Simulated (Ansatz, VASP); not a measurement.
**One calculation of Sc, two programs**

The input INCAR:

```
SYSTEM = Sc
  PREC = Accurate
  ENCUT = 500
  EDIFF = 1E-7
  ISMEAR = 1
  SIGMA = 0.2
  LREAL = .FALSE.
  LASPH = .TRUE.
  NELM = 100
  ALGO = Fast
  ISIF = 2
  LWAVE = .FALSE.
  LCHARG = .TRUE.
  ISPIN = 2
  MAGMOM = 0.35 -0.26
  LORBIT = 11
  LMAXMIX = 4
  LDAU = .TRUE.
  LDAUTYPE = 2
  LDAUL = 2
  LDAUU = 7
  LDAUJ = 0
  LDAUPRINT = 1
  GGA = PE
  IVDW = 13
  LVHAR = .TRUE.
```

The input KPOINTS:

```
Automatic mesh
0
G
  9 9 5
  0 0 0
```

The input POSCAR:

```
Sc
1.0
    3.3090000000      0.0000000000      0.0000000000
   -1.6545000000      2.8656780611      0.0000000000
    0.0000000000      0.0000000000      5.2733000000
Sc
2
Direct
    0.6666666667      0.3333333333      0.7500000000
    0.3333333333      0.6666666667      0.2500000000
```

Contents of input.yaml:

```yaml
crystal:
  lattice:
    - [3.309, 0.0, 0.0]
    - [-1.6545, 2.8656780611, 0.0]
    - [0.0, 0.0, 5.2733]
  atoms:
    - { symbol: Sc, position: [0.6666666667, 0.3333333333, 0.75], spin: 0.35 }
    - { symbol: Sc, position: [0.3333333333, 0.6666666667, 0.25], spin: -0.26 }
hamiltonian:
  xc: pbe
  pseudopotentials: { kind: paw }
  dispersion: d4
  hubbard: { sites: [{ species: Sc, l: d, u_eff: 7.0 }] }
magnetization:
  spin_polarized: true
kpoints:
  mp_grid: { grid: [9, 9, 5] }
scf:
  occupations: { method: methfessel_paxton, width: 0.2 }
output:
  forces: true
  stress: true
  eigenvalues: true
  write_density: true
  write_potential: true
  elf: true
  volumetric_format: npy
```

Alike in both runs: task electrostatic potential; functional PBE; dispersion D4; k mesh 9 × 9 × 5; occupations methfessel-paxton of order 1, width 0.2 eV; collinear spin, random start; Hubbard terms Sc d U = 7 eV.

|  | VASP | Ansatz |
| --- | --- | --- |
| version | VASP 6.6.1 | Ansatz 0.2.0 |
| potentials or method | VASP PAW PBE potentials, release 64 (Sc_sv) | Ansatz PAW |
| plane-wave cutoff (eV) | 500 | 420 |
| valence electrons in the cell | 22 | 22 |

```tsv
	VASP	Ansatz	Ansatz less VASP
gap on the k mesh at the Fermi level (eV)	none	none	-
pressure (GPa)	9.6	22.4	+12.87
largest component of the traceless stress (GPa)	0.11	7.24	+7.128
net moment per atom (μB)	0.00	1.46	+1.463
size of the moment on the site where the two differ most (μB)	0.00	1.38	+1.381
dispersion energy (meV/atom)	-262.7	-262.9	-0.15
```

The net moments differ so much that the two runs ended in different magnetic states, which moves the other rows too. Site moments also hang on the region over which each program counts them. The programs project onto different local orbitals, so the same U acts differently. A gap of «none» marks a metal or a gap that the smearing closes.

Caveats: pairwise dispersion overbinds metals, which lowers pressure and volume; the U is typed as a test and isn't derived for this compound; the magnetic or orbital state may not be the lowest (Ansatz); the starting moments weren't kept (Ansatz). The state reached can hang on the start; a lower one may exist.
